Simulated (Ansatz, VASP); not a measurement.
## One calculation of CdTe2, two programs

```
Cd Te
1.0
     2.10915    1.21772    5.87103
    -2.10915    1.21772    5.87103
     0.00000   -2.43543    5.87103
Cd Te
1 2
Direct
  0.00000 0.00000 0.00000
  0.76462 0.76462 0.76462
  0.23538 0.23538 0.23538
```

Alike in both runs: functional PBE; k mesh 6 × 6 × 6; occupations gaussian, width 0.1 eV; no spin polarisation.

Ansatz relaxed the structure, and its values are those at the end. VASP's run is a single point on that final structure, the one shown.

|  | VASP | Ansatz |
| --- | --- | --- |
| version | VASP 6.6.1 | Ansatz 0.2.0 |
| potentials or method | VASP PAW PBE potentials, release 64 (Cd, Te) | scalar-relativistic, plane waves, PAW |
| plane-wave cutoff (eV) | 520 | 420 |
| valence electrons in the cell | 24 | 52 |

|  | VASP | Ansatz | Ansatz less VASP |
| --- | --- | --- | --- |
| gap on the k mesh at the Fermi level (eV) | none | none | - |
| pressure (GPa) | -0.1 | -0.2 | -0.11 |
| rms of the force components (eV/Å) | 0.013 | 0.002 | -0.0104 |

A gap of «none» marks a metal or a gap that the smearing closes. With one functional, cell and mesh, what is left measures potentials, basis and numerics. The two sets of potentials don't hold the same shells in valence.

Spin-orbit coupling is left out, which matters for the levels of Te.
